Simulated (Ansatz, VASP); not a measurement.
Two plane-wave programs on AlN

File INCAR:

```
ALGO = Fast ; EDIFF = 1E-6
ENCUT = 520 ; GGA = CA
ISIF = 2 ; ISMEAR = -1
LASPH = T ; LCHARG = F
LREAL = F ; LWAVE = F
NBANDS = 16 ; NELM = 100
PREC = Accurate ; SIGMA = 0.2
```

KPOINTS

```
k-points
0
Gamma
  12 12 6
```

File POSCAR:

```
AlN
1.0
    3.3121157418      0.0000000000      0.0000000000
   -1.6560578709      2.8683763727      0.0000000000
    0.0000000000      0.0000000000      4.1875630000
Al N
2 2
Direct
    0.3333333333      0.6666666667      0.7500000000
    0.6666666667      0.3333333333      0.2500000000
    0.3333333333      0.6666666667      0.2500000000
    0.6666666667      0.3333333333      0.7500000000
```

Input for Ansatz:

```yaml
crystal:
  lattice:
    - [3.3121157418, 0.0, 0.0]
    - [-1.6560578709, 2.8683763727, 0.0]
    - [0.0, 0.0, 4.187563]
  atoms:
    - { symbol: Al, position: [0.3333333333, 0.6666666667, 0.75] }
    - { symbol: Al, position: [0.6666666667, 0.3333333333, 0.25] }
    - { symbol: "N", position: [0.3333333333, 0.6666666667, 0.25] }
    - { symbol: "N", position: [0.6666666667, 0.3333333333, 0.75] }
basis:
  ecutwfc: 420
kpoints:
  mp_grid: { grid: [12, 12, 6] }
hamiltonian:
  xc: lda
scf:
  occupations: { method: fermi_dirac, width: 0.2 }
output:
  forces: true
  stress: true
  eigenvalues: true
```

Measurements of this composition are mostly on another form, of space group No. 186.

Alike in both runs: task single point; functional LDA; k mesh 12 × 12 × 6; occupations fermi-dirac, width 0.2 eV; no spin polarisation.

|  | VASP | Ansatz |
| --- | --- | --- |
| version | VASP 6.6.1 | Ansatz 0.2.0 |
| potentials or method | VASP PAW LDA potentials, release 64 (Al, N) | scalar-relativistic, plane waves, PAW |
| plane-wave cutoff (eV) | 520 | 420 |
| valence electrons in the cell | 16 | 16 |

```csv
,VASP,Ansatz,Ansatz less VASP
gap on the k mesh at the Fermi level (eV),3.29,3.28,-0.010
least direct gap on the mesh (eV),3.29,3.28,-0.010
pressure (GPa),-8.2,-8.7,-0.53
largest component of the traceless stress (GPa),0.32,0.12,-0.203
```

A k mesh can miss the band edges.
